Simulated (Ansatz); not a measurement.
PbO2:

```xyz
3
Lattice="0.0000 2.7020 2.7020 2.7020 0.0000 2.7020 2.7020 2.7020 0.0000" Properties=species:S:1:pos:R:3 pbc="T T T"
Pb    0.0000    0.0000    0.0000
O     4.0530    4.0530    4.0530
O     1.3510    1.3510    1.3510
```

The cell comes from a database or a generator and needn't be the stable form of this composition.

Base run:

- Program: Ansatz 0.2.0
- Functional: HF
- Potentials or basis: Ansatz PAW
- Cutoff: 420 eV (not typed: the program's choice for these potentials)
- k mesh: 5 × 5 × 5
- Occupations: fermi-dirac, width 0.05 eV
- Spin: no spin polarisation

Its results: band gap on the k mesh 5.80 eV, indirect (least direct gap 7.02 eV); pressure -26.3 GPa.

Question: After a change of settings the same cell gave: band gap on the k mesh none (metal or under the smearing width); pressure -15.3 GPa. Which change was it?
A. functional from HF to HSE03
B. functional from HF to PBE0
C. functional from HF to HSEsol
D. functional from HF to HSE06

Answer: C.

Caveats: some runs use coarse meshes; so large a pressure means that the cell lies far from this level's equilibrium, or that cutoff or potentials fall short; the PAW data sets come from PBE, with cores solved anew for the run's functional, which leaves a small shift of forces and pressure; the thresholds are loose for stress; odd divisions of the mesh miss points on the zone boundary, where band edges often lie, so the gap on the mesh can be too wide (some runs); spin-orbit coupling is left out, which as a rule narrows the gap of such compounds by several tenths of an eV (some runs); spin-orbit coupling is left out, which moves the levels of the heavy elements (some runs).
